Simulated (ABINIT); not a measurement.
# TaN (Fm-3m) in ABINIT: notebook

The runs below take TaN through equation of state, band structure, with LDA, PBE.

All numbers are computed with ABINIT 10.8.3 (patched build); they aren't measurements. Logs are shortened: lines on timing, memory, paths and dates and some standing lists are left out, and cuts for length are marked. The log counts tension as positive stress, the text compression.

## Step 1: The structure

It takes space group Fm-3m (No. 225, cubic). Conventional cell: a = 4.423 Å, b = 4.423 Å, c = 4.423 Å, α = 90.00°, β = 90.00°, γ = 90.00°. Ta (site symmetry m-3m) has 6 N at 2.21 Å as nearest neighbours. N (site symmetry m-3m) has 6 Ta at 2.21 Å as nearest neighbours.

The cell comes from a database or a generator and needn't be the stable form of this composition.

## Step 2: Equation of state, LDA

The input, run.abi:

```
ndtset 7
getwfk -1
scalecart1 3*0.9795861087
scalecart2 3*0.9864848297
scalecart3 3*0.9932883884
scalecart4 3*1.0000000000
scalecart5 3*1.0066227096
scalecart6 3*1.0131594038
scalecart7 3*1.0196128224

pp_dirpath "./"
pseudos "Ta.LDA_PW-JTH.xml, N.LDA_PW-JTH.xml"

acell 3.1272829774 3.1272829774 3.1272829774 Angstrom
rprim
     0.0000000000     0.7071067812     0.7071067812
     0.7071067812     0.0000000000     0.7071067812
     0.7071067812     0.7071067812     0.0000000000
ntypat 2
znucl 73 7
natom 2
typat 1 2
xred
     0.5000000000     0.5000000000     0.5000000000
     0.0000000000     0.0000000000     0.0000000000

ecut 25.0
pawecutdg 47.0

kptopt 1
ngkpt 10 10 10
nshiftk 1
shiftk 0.0 0.0 0.0

ixc 7

nband 13
occopt 3
tsmear 0.00183747

nstep 100
tolvrs 1.0e-9

iomode 3
prtwf 1
prtden 0
prteig 0
prtebands 0
```

Potentials or basis: JTH PAW LDA v2.0.

On the command line:

```bash
$ abinit run.abi > log 2>&1
```

run.abo:

```text
.Version 10.8.3 of ABINIT
 DATASET    1 : space group Fm -3 m (#225); Bravais cF (face-center cubic)
================================================================================
 Values of the parameters that define the memory need for DATASET  1.
     intxc =       0    ionmov =       0      iscf =      17    lmnmax =      18
     lnmax =       6     mgfft =      30  mpssoang =       3    mqgrid =    3001
     natom =       2  nloc_mem =       2    nspden =       1   nspinor =       1
    nsppol =       1      nsym =      48    n1xccc =       1    ntypat =       2
    occopt =       3   xclevel =       1
       mpw =         845          nfft =       27000          nkpt =          47
 PAW method is used; the additional fine FFT grid is defined by:
   mgfftf=        36    nfftf =     46656
================================================================================
================================================================================
[... 71 lines left out ...]
 DATASET    7 : space group Fm -3 m (#225); Bravais cF (face-center cubic)
================================================================================
 Values of the parameters that define the memory need for DATASET  7.
     intxc =       0    ionmov =       0      iscf =      17    lmnmax =      18
     lnmax =       6     mgfft =      30  mpssoang =       3    mqgrid =    3001
     natom =       2  nloc_mem =       2    nspden =       1   nspinor =       1
    nsppol =       1      nsym =      48    n1xccc =       1    ntypat =       2
    occopt =       3   xclevel =       1
       mpw =         938          nfft =       27000          nkpt =          47
 PAW method is used; the additional fine FFT grid is defined by:
   mgfftf=        40    nfftf =     64000
================================================================================
================================================================================

--------------------------------------------------------------------------------
------------- Echo of variables that govern the present computation ------------
--------------------------------------------------------------------------------
 -outvars: echo values of preprocessed input variables --------
            acell      5.9097083455E+00  5.9097083455E+00  5.9097083455E+00 Bohr
              amu      1.80947900E+02  1.40067400E+01
             ecut      2.50000000E+01 Hartree
           getwfk          -1
              ixc           7
           jdtset        1    2    3    4    5    6    7
         kptrlatt       10    0    0      0   10    0      0    0   10
          kptrlen1     5.78906820E+01
          kptrlen2     5.82983763E+01
          kptrlen3     5.87004468E+01
          kptrlen4     5.90970835E+01
          kptrlen5     5.94884663E+01
          kptrlen6     5.98747658E+01
          kptrlen7     6.02561441E+01
            natom           2
            nband          13
           ndtset           7
            ngfft          30      30      30
          ngfftdg1         36      36      36
          ngfftdg2         36      36      36
          ngfftdg3         40      40      40
          ngfftdg4         40      40      40
          ngfftdg5         40      40      40
          ngfftdg6         40      40      40
          ngfftdg7         40      40      40
             nkpt          47
            nstep         100
             nsym          48
           ntypat           2
           occopt           3
        pawecutdg      4.70000000E+01 Hartree
           prtden           0
        prtebands           0
           prteig           0
            rprim1     0.0000000000E+00  6.9267198023E-01  6.9267198023E-01
                       6.9267198023E-01  0.0000000000E+00  6.9267198023E-01
                       6.9267198023E-01  6.9267198023E-01  0.0000000000E+00
            rprim2     0.0000000000E+00  6.9755011263E-01  6.9755011263E-01
                       6.9755011263E-01  0.0000000000E+00  6.9755011263E-01
                       6.9755011263E-01  6.9755011263E-01  0.0000000000E+00
            rprim3     0.0000000000E+00  7.0236095512E-01  7.0236095512E-01
                       7.0236095512E-01  0.0000000000E+00  7.0236095512E-01
                       7.0236095512E-01  7.0236095512E-01  0.0000000000E+00
            rprim4     0.0000000000E+00  7.0710678120E-01  7.0710678120E-01
                       7.0710678120E-01  0.0000000000E+00  7.0710678120E-01
                       7.0710678120E-01  7.0710678120E-01  0.0000000000E+00
            rprim5     0.0000000000E+00  7.1178974407E-01  7.1178974407E-01
                       7.1178974407E-01  0.0000000000E+00  7.1178974407E-01
                       7.1178974407E-01  7.1178974407E-01  0.0000000000E+00
            rprim6     0.0000000000E+00  7.1641188486E-01  7.1641188486E-01
                       7.1641188486E-01  0.0000000000E+00  7.1641188486E-01
                       7.1641188486E-01  7.1641188486E-01  0.0000000000E+00
            rprim7     0.0000000000E+00  7.2097514092E-01  7.2097514092E-01
                       7.2097514092E-01  0.0000000000E+00  7.2097514092E-01
                       7.2097514092E-01  7.2097514092E-01  0.0000000000E+00
          spgroup         225
           tolvrs      1.00000000E-09
           tsmear      1.83747000E-03 Hartree
            typat      1  2
           useylm           1
           xangst1     2.1661812927E+00  2.1661812927E+00  2.1661812927E+00
                       0.0000000000E+00  0.0000000000E+00  0.0000000000E+00
           xangst2     2.1814365931E+00  2.1814365931E+00  2.1814365931E+00
                       0.0000000000E+00  0.0000000000E+00  0.0000000000E+00
           xangst3     2.1964814590E+00  2.1964814590E+00  2.1964814590E+00
                       0.0000000000E+00  0.0000000000E+00  0.0000000000E+00
           xangst4     2.2113230001E+00  2.2113230001E+00  2.2113230001E+00
                       0.0000000000E+00  0.0000000000E+00  0.0000000000E+00
           xangst5     2.2259679501E+00  2.2259679501E+00  2.2259679501E+00
                       0.0000000000E+00  0.0000000000E+00  0.0000000000E+00
           xangst6     2.2404226923E+00  2.2404226923E+00  2.2404226923E+00
                       0.0000000000E+00  0.0000000000E+00  0.0000000000E+00
           xangst7     2.2546932853E+00  2.2546932853E+00  2.2546932853E+00
                       0.0000000000E+00  0.0000000000E+00  0.0000000000E+00
            xcart1     4.0934893823E+00  4.0934893823E+00  4.0934893823E+00
                       0.0000000000E+00  0.0000000000E+00  0.0000000000E+00
            xcart2     4.1223177220E+00  4.1223177220E+00  4.1223177220E+00
                       0.0000000000E+00  0.0000000000E+00  0.0000000000E+00
            xcart3     4.1507483981E+00  4.1507483981E+00  4.1507483981E+00
                       0.0000000000E+00  0.0000000000E+00  0.0000000000E+00
            xcart4     4.1787948460E+00  4.1787948460E+00  4.1787948460E+00
                       0.0000000000E+00  0.0000000000E+00  0.0000000000E+00
            xcart5     4.2064697908E+00  4.2064697908E+00  4.2064697908E+00
                       0.0000000000E+00  0.0000000000E+00  0.0000000000E+00
            xcart6     4.2337852948E+00  4.2337852948E+00  4.2337852948E+00
                       0.0000000000E+00  0.0000000000E+00  0.0000000000E+00
            xcart7     4.2607528072E+00  4.2607528072E+00  4.2607528072E+00
                       0.0000000000E+00  0.0000000000E+00  0.0000000000E+00
             xred      5.0000000000E-01  5.0000000000E-01  5.0000000000E-01
                       0.0000000000E+00  0.0000000000E+00  0.0000000000E+00
            znucl       73.00000    7.00000

================================================================================

 chkinp: Checking input parameters for consistency, jdtset=   1.

 chkinp: Checking input parameters for consistency, jdtset=   2.
[... 46 lines left out ...]
 getcut: wavevector=  0.0000  0.0000  0.0000  ngfft=  36  36  36
         ecut(hartree)=     47.000   => boxcut(ratio)=   2.01502

--- Pseudopotential description ------------------------------------------------
- pspini: atom type   1  psp file is ./Ta.LDA_PW-JTH.xml
 Pseudopotential format is: paw10
 basis_size (lnmax)=  6 (lmn_size= 18), orbitals=   0   0   1   1   2   2
 Spheres core radius: rc_sph= 2.41973345
 Shapefunction is SIN type: shapef(r)=[sin(pi*r/rshp)/(pi*r/rshp)]**2
 Radius for shape functions =  2.11065461
 Compensation charge density is not taken into account in XC energy/potential

- pspini: atom type   2  psp file is ./N.LDA_PW-JTH.xml
 Pseudopotential format is: paw10
 basis_size (lnmax)=  4 (lmn_size=  8), orbitals=   0   0   1   1
 Spheres core radius: rc_sph= 1.20497474
 Shapefunction is SIN type: shapef(r)=[sin(pi*r/rshp)/(pi*r/rshp)]**2
 Radius for shape functions =  1.00243812
 Compensation charge density is not taken into account in XC energy/potential

   1.41668857E+03                                ecore*ucvol(ha*bohr**3)
--------------------------------------------------------------------------------

================================================================================

--- !BeginCycle
iteration_state: {dtset: 1, }
solver: {iscf: 17, nstep: 100, nline: 4, wfoptalg: 10, }
tolerances: {tolvrs: 1.00E-09, }
...
[... 1293 lines left out ...]
-Cartesian components of stress tensor (GPa)         [Pressure= -3.3189E+01 GPa]
- sigma(1 1)=  3.31892604E+01  sigma(3 2)=  0.00000000E+00
- sigma(2 2)=  3.31892604E+01  sigma(3 1)=  0.00000000E+00
- sigma(3 3)=  3.31892604E+01  sigma(2 1)=  0.00000000E+00

== END DATASET(S) ==============================================================
================================================================================

 -outvars: echo values of variables after computation  --------
            acell      5.9097083455E+00  5.9097083455E+00  5.9097083455E+00 Bohr
           etotal1    -6.9365405831E+01
           etotal2    -6.9365341824E+01
           etotal3    -6.9364546072E+01
           etotal4    -6.9363087020E+01
           etotal5    -6.9361042004E+01
           etotal6    -6.9358476526E+01
           etotal7    -6.9355444051E+01
            fcart1    -0.0000000000E+00 -0.0000000000E+00 -0.0000000000E+00
                      -0.0000000000E+00 -0.0000000000E+00 -0.0000000000E+00
            fcart2    -0.0000000000E+00 -0.0000000000E+00 -0.0000000000E+00
                      -0.0000000000E+00 -0.0000000000E+00 -0.0000000000E+00
            fcart3    -0.0000000000E+00 -0.0000000000E+00 -0.0000000000E+00
                      -0.0000000000E+00 -0.0000000000E+00 -0.0000000000E+00
            fcart4    -0.0000000000E+00 -0.0000000000E+00 -0.0000000000E+00
                      -0.0000000000E+00 -0.0000000000E+00 -0.0000000000E+00
            fcart5    -0.0000000000E+00 -0.0000000000E+00 -0.0000000000E+00
                      -0.0000000000E+00 -0.0000000000E+00 -0.0000000000E+00
[... 38 lines left out ...]
                       0.0000000000E+00  0.0000000000E+00  0.0000000000E+00
           xangst1     2.1661812927E+00  2.1661812927E+00  2.1661812927E+00
                       0.0000000000E+00  0.0000000000E+00  0.0000000000E+00
           xangst2     2.1814365931E+00  2.1814365931E+00  2.1814365931E+00
                       0.0000000000E+00  0.0000000000E+00  0.0000000000E+00
           xangst3     2.1964814590E+00  2.1964814590E+00  2.1964814590E+00
                       0.0000000000E+00  0.0000000000E+00  0.0000000000E+00
           xangst4     2.2113230001E+00  2.2113230001E+00  2.2113230001E+00
                       0.0000000000E+00  0.0000000000E+00  0.0000000000E+00
           xangst5     2.2259679501E+00  2.2259679501E+00  2.2259679501E+00
                       0.0000000000E+00  0.0000000000E+00  0.0000000000E+00
           xangst6     2.2404226923E+00  2.2404226923E+00  2.2404226923E+00
                       0.0000000000E+00  0.0000000000E+00  0.0000000000E+00
           xangst7     2.2546932853E+00  2.2546932853E+00  2.2546932853E+00
                       0.0000000000E+00  0.0000000000E+00  0.0000000000E+00
             xred      5.0000000000E-01  5.0000000000E-01  5.0000000000E-01
                       0.0000000000E+00  0.0000000000E+00  0.0000000000E+00
 Calculation completed.
```

It took 2.8 min on 1 thread of Intel Xeon Platinum 8259CL at 2.50GHz (Skylake/Cascade Lake), shared host; peak memory 0.14 GiB.

What came out:

```yaml
Equilibrium_volume: 10.25 Å³/atom
Bulk_modulus: 377 GPa
Pressure_derivative_of_the_bulk_modulus: 4.5
```

Energy against volume, from the lowest point:
```tsv
volume (Å³/atom)	energy (meV/atom)
10.164	0.00
10.381	0.87
10.597	11.70
10.813	31.55
11.030	59.37
11.246	94.28
11.462	135.54
```

Caveat: the cutoff is too short for stress, so the log's stress isn't used; pressures at fixed basis lie under the slope of the energies; the highest band is partly filled, so the run has too few bands. Spin-orbit coupling is left out, which matters for the levels of Ta.

## Step 3: Band structure, PBE

The input, run.abi:

```
ndtset 2

pp_dirpath "./"
pseudos "Ta.upf, N.upf"

acell 3*1.0 Angstrom
rprim
     0.0000000000     2.2113230000     2.2113230000
     2.2113230000     0.0000000000     2.2113230000
     2.2113230000     2.2113230000     0.0000000000
ntypat 2
znucl 73 7
natom 2
typat 1 2
xcart
     2.2113230000     2.2113230000     2.2113230000
     0.0000000000     0.0000000000     0.0000000000 Angstrom

ecut 42.0

ixc 11

occopt 3
tsmear 0.05 eV

nstep 100

iomode 3
prtwf 0
prteig 0
prtebands 0
enunit 1
prtden1 1

kptopt1 1
ngkpt1 10 10 10
nshiftk1 1
shiftk1 0.0 0.0 0.0
nband1 13
tolvrs1 1.0e-10

iscf2 -2
getden2 1
nband2 17
nbdbuf2 2
tolwfr2 1.0e-12
kptopt2 -9
ndivsm2 5
prteig2 1
prtvol2 -3
kptbounds2
     0.0000000000     0.0000000000     0.0000000000
     0.5000000000     0.0000000000     0.5000000000
     0.5000000000     0.2500000000     0.7500000000
     0.3750000000     0.3750000000     0.7500000000
     0.0000000000     0.0000000000     0.0000000000
     0.5000000000     0.5000000000     0.5000000000
     0.6250000000     0.2500000000     0.6250000000
     0.5000000000     0.2500000000     0.7500000000
     0.5000000000     0.5000000000     0.5000000000
     0.3750000000     0.3750000000     0.7500000000
```

Potentials or basis: PseudoDojo NC SR PBE v0.5 standard.

On the command line:

```bash
$ abinit run.abi > log 2>&1
```

It took 1.8 min on 1 thread of Intel Xeon Platinum 8259CL at 2.50GHz (Skylake/Cascade Lake), shared host; peak memory 0.11 GiB.

The run converged. Its results:

```yaml
Free_energy: -2055.5575 eV
Pressure: -1.6 GPa
Band_gap_on_the_k_mesh: none (metal or under the smearing width)
Valence_electrons_inside_the_program's_atomic_spheres: Ta 9.27; N 5.34
```

Levels at the corners of the path, in eV from the Fermi level:
```tsv
point	band 5	band 6	band 7	band 8	band 9	band 10	band 11	band 12	band 13	band 14
Γ	-18.72	-3.82	-3.82	-3.82	-2.07	-2.07	-2.07	0.06	0.06	1.34
X	-17.48	-6.64	-5.36	-4.64	-4.64	2.06	3.43	3.43	4.33	6.62
W	-16.85	-7.38	-6.74	-6.74	-0.21	-0.21	3.45	3.91	4.40	9.65
K	-16.90	-7.62	-6.78	-6.13	-2.21	2.38	2.47	4.40	4.89	8.15
Γ	-18.72	-3.82	-3.82	-3.82	-2.07	-2.07	-2.07	0.06	0.06	1.34
L	-15.81	-10.26	-7.48	-7.48	1.83	1.83	1.91	3.71	7.32	7.32
U	-16.90	-7.62	-6.78	-6.13	-2.21	2.38	2.47	4.40	4.89	8.15
W	-16.85	-7.38	-6.74	-6.74	-0.21	-0.21	3.45	3.91	4.40	9.65
L	-15.81	-10.26	-7.48	-7.48	1.83	1.83	1.91	3.71	7.32	7.32
K	-16.90	-7.62	-6.78	-6.13	-2.21	2.38	2.47	4.40	4.89	8.15
```

Caveat: the highest band is partly filled, so the run has too few bands; spin-orbit coupling is left out, which moves the levels of the heavy elements.
